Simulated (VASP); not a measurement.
Wanted: an ASE script for a VASP 6.6.1 run.

| Quantity | Value |
| --- | --- |
| Task | single point |
| Functional | TPSS |
| Dispersion | D3 |
| Potentials or basis | VASP PAW PBE potentials, release 64 (H) |
| Cutoff | 520 eV |
| k mesh | 10 × 10 × 26 |
| Occupations | fermi-dirac, width 0.05 eV |
| Spin | no spin polarisation |
| Further INCAR settings | ALGO = Normal; EDIFF = 1.00e-05 |

The structure of H lies in H.cif:

```cif
data_H
_cell_length_a 2.64963874
_cell_length_b 2.64963874
_cell_length_c 0.98049292
_cell_angle_alpha 90.00000000
_cell_angle_beta 90.00000000
_cell_angle_gamma 90.00000000
_space_group_name_H-M_alt 'P4/mmm'
_space_group_name_Hall '-P 4 2'
_space_group_IT_number 123
loop_
_space_group_symop_operation_xyz
'x,y,z'
'-x,-y,-z'
'-y,x,z'
'y,-x,-z'
'-x,-y,z'
'x,y,-z'
'y,-x,z'
'-y,x,-z'
'x,-y,-z'
'-x,y,z'
'-y,-x,-z'
'y,x,z'
'-x,y,-z'
'x,-y,z'
'y,x,-z'
'-y,-x,z'
loop_
_atom_site_label
_atom_site_type_symbol
_atom_site_symmetry_multiplicity
_atom_site_Wyckoff_symbol
_atom_site_fract_x
_atom_site_fract_y
_atom_site_fract_z
_atom_site_occupancy
H1 H 1 b 0.0000000000 0.0000000000 0.5000000000 1
```

The input as run:

run.py

```python
from ase.calculators.vasp import Vasp
from ase.dft.bandgap import bandgap
from ase.io import read

atoms = read('H.cif', primitive_cell=True, subtrans_included=False)
calc = Vasp(
    directory='calc',
    xc='tpss',
    pp='PBE',
    setups='recommended',
    prec='Accurate',
    encut=520,
    ediff=1e-05,
    ismear=-1,
    sigma=0.05,
    lreal=False,
    lasph=True,
    nelm=60,
    algo='Normal',
    isif=2,
    lwave=False,
    lcharg=False,
    lmixtau=True,
    ivdw=11,
    kpts=[10, 10, 26],
    gamma=True,
)
atoms.calc = calc

print('energy (eV):', atoms.get_potential_energy())
print('free energy (eV):', atoms.get_potential_energy(force_consistent=True))
print('forces (eV/A):')
print(atoms.get_forces())
print('stress (eV/A^3, Voigt):', atoms.get_stress())
print('Fermi level (eV):', calc.get_fermi_level())
gap, top, bottom = bandgap(calc)
print('band gap (eV):', gap, 'from (spin, k, band)', top, 'to', bottom)
```

Potentials or basis: VASP PAW PBE potentials, release 64 (H).

Command:

```console
$ python run.py
```

It gave:

```yaml
Pressure: 0.4 GPa
Band_gap_on_the_k_mesh: none (metal or under the smearing width)
Dispersion_energy_per_atom: -0.098 eV
```

Caveat: the PAW data sets were made with another functional, which shifts forces and pressure a little; pairwise dispersion overbinds metals, which lowers pressure and volume.

It took 46 s on 1 thread of Intel(R) Xeon(R) Platinum 8375C CPU @ 2.90GHz (Ice Lake), with other jobs on the host, peak memory 0.12 GiB.
